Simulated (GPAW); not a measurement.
# Lu (Im-3m) in GPAW: a series of runs

One crystal, Lu, is run at these levels: BEEF-vdW, optPBE-vdW; tasks: single point, electron localisation function.

Program: GPAW 26.7.0. These are calculated values, not measurements. Logs are shortened: lines on timing, memory, paths and dates and some standing lists are left out, and cuts for length are marked. The log counts tension as positive stress, the text compression.

## Step 1: Starting point

The structure is cubic, space group Im-3m (No. 229). Conventional cell: a = 3.908 Å, b = 3.908 Å, c = 3.908 Å, α = 90.00°, β = 90.00°, γ = 90.00°. Lu (site symmetry m-3m) has 8 Lu at 3.38 Å as nearest neighbours.

This isn't the form of Lu at room conditions, which is hcp.

## Step 2: Single point, BEEF-vdW

run.py reads:

```python
from ase.io import read
from gpaw import PW
from gpaw.dft import DFT

atoms = read('POSCAR')

dft = DFT(atoms,
          mode=PW(800),
          xc={'name': 'BEEF-vdW', 'backend': 'libvdwxc'},
          kpts={'size': (10, 10, 10), 'gamma': False},
          occupations={'name': 'fermi-dirac', 'width': 0.05},
          nbands=25,
          convergence={'density': 1e-05, 'energy': 1e-05},
          maxiter=50,
          txt='gpaw.txt')
print(f'Energy: {dft.calculate_energy():.6f} eV')
print('Forces (eV/A):')
print(dft.calculate_forces().round(4))
dft.write_gpw_file('gs.gpw')
```

POSCAR reads:

```
Lu
1.0
   -1.9541071088      1.9541071088      1.9541071088
    1.9541071088     -1.9541071088      1.9541071088
    1.9541071088      1.9541071088     -1.9541071088
Lu
1
Direct
    0.0000000000      0.0000000000      0.0000000000
```

Potentials or basis: GPAW PAW data sets (gpaw-data 1.2.1), pw.

Started as:

```sh
$ OMP_NUM_THREADS=1 python run.py
```

gpaw.txt:

```text
Diagonalizing LCAO Hamiltonian
Converting LCAO to pw mode

       Lu

Atoms  # Å, Bohr magnetons
|   | symbol |        x |        y |        z |    initial magnetic moments |
|---|--------|----------|----------|----------|-----------------------------|
| 0 |     Lu | 0.000000 | 0.000000 | 0.000000 | ( 0.0000,  0.0000,  0.0000) |

Unit cell  # Å
| periodic |         x |         y |         z |  lengths |     angles |
|----------|-----------|-----------|-----------|----------|------------|
|      yes | -1.954107 |  1.954107 |  1.954107 | 3.384613 | 109.471221 |
|      yes |  1.954107 | -1.954107 |  1.954107 | 3.384613 | 109.471221 |
|      yes |  1.954107 |  1.954107 | -1.954107 | 3.384613 | 109.471221 |

Number of symmetries: 48
Symmetry operations  # r_c * U_cc + t_c -> r_c
|    | kind |            matrix            |
|----|------|------------------------------|
|  0 |  σ   |  1, 1, 1,  0, 0,-1,  0,-1, 0 |
|  1 |  C4  |  1, 1, 1,  0, 0,-1, -1, 0, 0 |
|  2 |  C2  |  1, 1, 1,  0,-1, 0,  0, 0,-1 |
|  3 |  S6  |  1, 1, 1,  0,-1, 0, -1, 0, 0 |
|  4 |  S6  |  1, 1, 1, -1, 0, 0,  0, 0,-1 |
|  5 |  C4  |  1, 1, 1, -1, 0, 0,  0,-1, 0 |
|  6 |  E   |  1, 0, 0,  0, 1, 0,  0, 0, 1 |
|  7 |  σ   |  1, 0, 0,  0, 1, 0, -1,-1,-1 |
|  8 |  σ   |  1, 0, 0,  0, 0, 1,  0, 1, 0 |
|  9 |  C3  |  1, 0, 0,  0, 0, 1, -1,-1,-1 |
| 10 |  C3  |  1, 0, 0, -1,-1,-1,  0, 1, 0 |
| 11 |  σ   |  1, 0, 0, -1,-1,-1,  0, 0, 1 |
| 12 |  σ   |  0, 1, 0,  1, 0, 0,  0, 0, 1 |
| 13 |  C2  |  0, 1, 0,  1, 0, 0, -1,-1,-1 |
| 14 |  C3  |  0, 1, 0,  0, 0, 1,  1, 0, 0 |
| 15 |  S4  |  0, 1, 0,  0, 0, 1, -1,-1,-1 |
| 16 |  S4  |  0, 1, 0, -1,-1,-1,  1, 0, 0 |
| 17 |  C3  |  0, 1, 0, -1,-1,-1,  0, 0, 1 |
| 18 |  C3  |  0, 0, 1,  1, 0, 0,  0, 1, 0 |
| 19 |  S4  |  0, 0, 1,  1, 0, 0, -1,-1,-1 |
| 20 |  σ   |  0, 0, 1,  0, 1, 0,  1, 0, 0 |
| 21 |  C3  |  0, 0, 1,  0, 1, 0, -1,-1,-1 |
| 22 |  C2  |  0, 0, 1, -1,-1,-1,  1, 0, 0 |
| 23 |  S4  |  0, 0, 1, -1,-1,-1,  0, 1, 0 |
| 24 |  C4  |  0, 0,-1,  1, 1, 1,  0,-1, 0 |
| 25 |  σ   |  0, 0,-1,  1, 1, 1, -1, 0, 0 |
| 26 |  S6  |  0, 0,-1,  0,-1, 0,  1, 1, 1 |
| 27 |  C2  |  0, 0,-1,  0,-1, 0, -1, 0, 0 |
| 28 |  C4  |  0, 0,-1, -1, 0, 0,  1, 1, 1 |
| 29 |  S6  |  0, 0,-1, -1, 0, 0,  0,-1, 0 |
| 30 |  S6  |  0,-1, 0,  1, 1, 1,  0, 0,-1 |
| 31 |  C4  |  0,-1, 0,  1, 1, 1, -1, 0, 0 |
| 32 |  C4  |  0,-1, 0,  0, 0,-1,  1, 1, 1 |
| 33 |  S6  |  0,-1, 0,  0, 0,-1, -1, 0, 0 |
| 34 |  σ   |  0,-1, 0, -1, 0, 0,  1, 1, 1 |
| 35 |  C2  |  0,-1, 0, -1, 0, 0,  0, 0,-1 |
| 36 |  C2  | -1, 0, 0,  1, 1, 1,  0, 0,-1 |
| 37 |  S6  | -1, 0, 0,  1, 1, 1,  0,-1, 0 |
| 38 |  S6  | -1, 0, 0,  0, 0,-1,  1, 1, 1 |
| 39 |  C2  | -1, 0, 0,  0, 0,-1,  0,-1, 0 |
| 40 |  C2  | -1, 0, 0,  0,-1, 0,  1, 1, 1 |
| 41 |  i   | -1, 0, 0,  0,-1, 0,  0, 0,-1 |
| 42 |  S4  | -1,-1,-1,  1, 0, 0,  0, 1, 0 |
| 43 |  C3  | -1,-1,-1,  1, 0, 0,  0, 0, 1 |
| 44 |  C3  | -1,-1,-1,  0, 1, 0,  1, 0, 0 |
| 45 |  σ   | -1,-1,-1,  0, 1, 0,  0, 0, 1 |
| 46 |  S4  | -1,-1,-1,  0, 0, 1,  1, 0, 0 |
| 47 |  C2  | -1,-1,-1,  0, 0, 1,  0, 1, 0 |

BZ-sampling:
  Number of BZ points: 1000
  Number of IBZ points: 44

  Monkhorst-Pack size: [10, 10, 10]
  Monkhorst-Pack shift: [0, 0, 0]

K-points  # in reciprocal-cell coordinates
|     |                                coordinates |     weight |
|-----|--------------------------------------------|------------|
|   0 | (  0.05000000,   0.05000000,  -0.05000000) | 0.00600000 |
|   1 | (  0.15000000,  -0.05000000,  -0.05000000) | 0.00800000 |
|   2 | (  0.15000000,   0.05000000,  -0.05000000) | 0.02400000 |
|   3 | (  0.15000000,   0.15000000,  -0.15000000) | 0.00600000 |
|   4 | (  0.25000000,  -0.05000000,  -0.05000000) | 0.02400000 |
|   5 | (  0.25000000,   0.05000000,  -0.15000000) | 0.02400000 |
|   6 | (  0.25000000,   0.05000000,  -0.05000000) | 0.02400000 |
|   7 | (  0.25000000,   0.15000000,  -0.15000000) | 0.02400000 |
|   8 | (  0.25000000,   0.25000000,  -0.25000000) | 0.00600000 |
|   9 | (  0.25000000,   0.25000000,   0.25000000) | 0.00200000 |
| ... |                                            |            |
|  43 | (  0.45000000,   0.45000000,   0.45000000) | 0.00800000 |

Plane wave coefficients: 1556
Cutoff: 800.0 eV

Spin-components: 1 (collinear spins)
Bands:           25
Projectors:      8
Spin-degeneracy: 2
Datatype:        complex128

Density:
  Valence electrons: 25.0
  Components: 1
  Grid points: [24 24 24]
  Charge: 0.0  # |e|

Potential:
  Grid points: [24 24 24]

species:
  Lu:
    name:    Lutetium
    Z:       71.0
    valence: 25
    core:    46
    charge:  0.0  # [|e|]
    compensation charges:
      type: gauss
      rc: 0.35  # [Å]
      lmax: 2
    cutoffs:
      filter: 1.17  # [Å]
      core: 1.59  # [Å]
    projectors
    | kind |    occ | energy [eV] | rcut [Å] |
    |------|--------|-------------|----------|
    |   5s |  2.000 |     -61.058 |    1.164 |
    |   6s |  2.000 |      -4.659 |    1.164 |
    |   5p |  6.000 |     -31.661 |    1.164 |
    |   6p |  0.000 |      -1.345 |    1.164 |
    |   5d |  1.000 |      -1.749 |    1.164 |
    |   4f | 14.000 |      -9.614 |    1.164 |
    |    d |        |      25.463 |    1.164 |
    |    f |        |      17.597 |    1.164 |

    Using partial waves for Lu as LCAO basis

Reference energy: -396287.235148  # eV

eigensolver:
  PPCG
  Converge bands: occupied
  niter=2

density mixing:
  MSR1-Mixer
  Pratt-step length: 0.05
  Maximum mixing coefficient: 0.75
  Old densities: 10
  SVD Regularization: 0.005
  Good broyden scale: 1.0
  Trust region scale: 1.0
  Backstep threshold: 4.0
  History deletion threshold: 6.0
  Fourier metric: weight=20.0, sigma=0.015

occupation numbers:
  Fermi-Dirac:
    width: 0.0500  # eV

poisson solver:
  ecut: 6400.0  # eV

xc functional:
  name: vdW-BEEF with libvdwxc
  Mode: serial
  Semilocal: BEEVDW with 2 nearest neighbor stencil
  Corresponding non-local functional: vdW-DF2
  Local blocksize: 48 x 48 x 48
  PAW datasets: PBE

convergence criteria:
- Maximum integral of absolute [dens]ity change: 1e-05 electrons / valence electron
- Maximum [total energy] change in last 3 cyles: 1e-05 eV / valence electron
- Maximum integral of absolute [eigenst]ate change: 4e-08 eV^2 / valence electron
maximum number of iterations: 50

SCF iterations
|iter     | |      energy | eigst |  dens |
|---------|-|-------------|-------|-------|
|iter:   1| | -280.866315 | -1.69 |       |
|iter:   2| | -280.861405 | -4.07 | -1.64 |
|iter:   3| | -280.825788 | -2.73 | -1.66 |
|iter:   4| | -280.827249 | -3.50 | -2.23 |
|iter:   5| | -280.827409 | -5.19 | -3.06 |
|iter:   6| | -280.827416c| -6.04 | -3.65 |
|iter:   7| | -280.827415c| -6.92 | -4.29 |
|iter:   8| | -280.827415c| -8.32c| -4.72 |
|iter:   9| | -280.827415c| -8.19c| -5.65c|
SCF steps: 9
Energy contributions relative to reference atoms: (reference = -396287.235148)

Energy contributions:
  Kinetic:          54.752621
  Coulomb:         -50.450942
  Zero:             -0.292630
  External:          0.000000
  Xc:             -284.827787
  Entropy:          -0.017356
  Spinorbit:         0.000000
  ----------------------------
  Free energy:    -280.836093
  Extrapolated:   -280.827415

Forces  # eV/Ang
|       x |        y |        z |
|---------|----------|----------|
| 0.00000 | -0.00000 | -0.00000 |  # Lu   0

Writing to gs.gpw (mode='')

  __  _  _
 | _ |_)|_||  |
 |__||  | ||/\| - 26.7.0

Input parameters:
  mode=PW(ecut=800.0),
  convergence={'density': 1e-05, 'energy': 1e-05},
  kpts=MonkhorstPack(size=(10, 10, 10), gamma=False),
  maxiter=50,
  nbands=25,
  occupations=Occupations(name='fermi-dirac', width=0.05),
  xc=XC(name='BEEF-vdW', backend='libvdwxc')
# Writing to gs.gpw (mode='')
```

Wall time 36 s (1 thread of Arm Neoverse V1, shared host); peak memory 0.22 GiB.

What came out:

```yaml
Free_energy: -280.8361 eV
Band_gap_on_the_k_mesh: none (metal or under the smearing width)
```

Caveat: one-centre terms of the f shell are cut off; the PAW data sets were made with another functional, which shifts forces and pressure a little. Spin-orbit coupling is left out, which matters for the levels of Lu.

## Step 3: Electron localisation function, optPBE-vdW (volume scaled by 0.92)

run.py reads:

```python
from ase.dft.bandgap import bandgap
from ase.io import write
from ase.spacegroup import crystal
from ase.units import Bohr
from gpaw import GPAW, PW
from gpaw.elf import elf_from_dft_calculation

# Lu 2a
atoms = crystal(['Lu'],
                basis=[[0.0, 0.0, 0.0]],
                spacegroup=229, setting=1,  # Im-3m
                cellpar=[3.80108548, 3.80108548, 3.80108548, 90.0, 90.0, 90.0],
                primitive_cell=True)

calc = GPAW(mode=PW(800),
            xc={'name': 'optPBE-vdW', 'backend': 'libvdwxc'},
            kpts={'size': (10, 10, 10), 'gamma': True},
            occupations={'name': 'fermi-dirac', 'width': 0.05},
            nbands=25,
            convergence={'density': 1e-05, 'energy': 1e-05},
            symmetry={'time_reversal': False},
            maxiter=100,
            txt='gpaw.txt')
atoms.calc = calc
energy = atoms.get_potential_energy()
forces = atoms.get_forces()
calc.write('gs.gpw')
write('result.traj', atoms)
print(f'Energy: {energy:.6f} eV')
print('Forces (eV/A):')
print(forces.round(4))
print('Fermi level:', round(calc.get_fermi_level(), 4), 'eV')
print(f'Gap: {bandgap(calc)[0]:.4f} eV, direct: {bandgap(calc, direct=True)[0]:.4f} eV')

# fields on the real-space grid
write('density.cube', atoms, data=calc.get_pseudo_density() * Bohr**3)
write('potential.cube', atoms, data=calc.get_electrostatic_potential())
write('elf.cube', atoms, data=elf_from_dft_calculation(calc).data)
```

Potentials or basis: GPAW PAW data sets (gpaw-data 1.2.1), pw.

Started as:

```sh
$ OMP_NUM_THREADS=1 python run.py
```

Run time: 42 s. Hardware: 1 thread of Arm Neoverse V1, shared host; peak memory 0.22 GiB.

The run converged. Its results:

```
Free energy            : -29.3866 eV
Band gap on the k mesh : none (metal or under the smearing width)
```

Levels at points of the mesh, in eV from the Fermi level:
| k point | band 10 | band 11 | band 12 | band 13 | band 14 | band 15 |
| --- | --- | --- | --- | --- | --- | --- |
| (0.00, 0.00, 0.00) | -5.12 | -5.12 | -5.10 | 2.18 | 2.18 | 2.18 |
| (0.50, 0.50, 0.00) | -5.13 | -5.11 | -2.68 | 0.32 | 0.64 | 4.31 |
| (0.50, 0.50, 0.50) | -5.12 | -5.12 | -1.74 | -1.74 | 6.16 | 6.16 |

Caveat: one-centre terms of the f shell are cut off; the PAW data sets were made with another functional, which shifts forces and pressure a little. The run has no spin-orbit coupling, so splittings on Lu are missing.
